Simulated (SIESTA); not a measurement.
The system is FeO (Wuestite).

```
Fe O
1.0
     0.00000    2.15540    2.15540
     2.15540    0.00000    2.15540
     2.15540    2.15540    0.00000
Fe O
1 1
Direct
  0.00000 0.00000 0.00000
  0.50000 0.50000 0.50000
```

* Program: SIESTA 5.4.2
* Task: single point
* Functional: PBE
* Potentials or basis: PseudoDojo 0.4 standard (PBE files)
* Basis: DZP (energy shift 0.002 Ry)
* Grid cutoff: 800 Ry
* Energy shift: 0.002 Ry
* k mesh: 11 × 11 × 11
* Occupations: fermi-dirac, width 0.05 eV
* Spin: collinear spin, ferromagnetic start
* Starting moments: [3.0, 0.0] μB

On this cell: pressure 0.3 GPa; largest force zero by symmetry; net moment 4.00 μB per cell; site moments Fe +3.70; O +0.30 μB; band gap on the k mesh none (metal or under the smearing width).

The same run follows on a disturbed copy (atoms moved at random, drawn with an rms of 0.05 Å):

```xyz
2
Lattice="0.0000 2.1554 2.1554 2.1554 0.0000 2.1554 2.1554 2.1554 0.0000" Properties=species:S:1:pos:R:3 pbc="T T T"
Fe    0.0449    0.0680    0.0221
O     2.1631    2.1655    2.2137
```

Q: What does the disturbed cell give?

A: The energy (extrapolated to zero smearing) moves by +5.5 meV/atom; pressure 0.9 GPa; largest force 0.285 eV/Å; net moment 4.00 μB per cell; site moments Fe +3.70; O +0.30 μB; band gap on the k mesh none (metal or under the smearing width).

Forces on the atoms (eV/Å):
```
Fe  -0.136 -0.212  0.132
O    0.136  0.212 -0.132
```

Stress tensor (GPa, compression positive):
```
 0.72 -0.19  0.11
-0.19  1.23  0.19
 0.11  0.19  0.65
```

Caveats: semicore shells carry a single zeta, which can move pressures by several GPa and volumes by a few percent; the basis of atomic orbitals isn't converged, which shifts pressures, moduli and gaps; a cell with one magnetic atom can't hold antiferromagnetic order, which such compounds often take; semilocal functionals often make such compounds metallic where correlation or magnetic order opens a gap, which also shifts bond lengths.
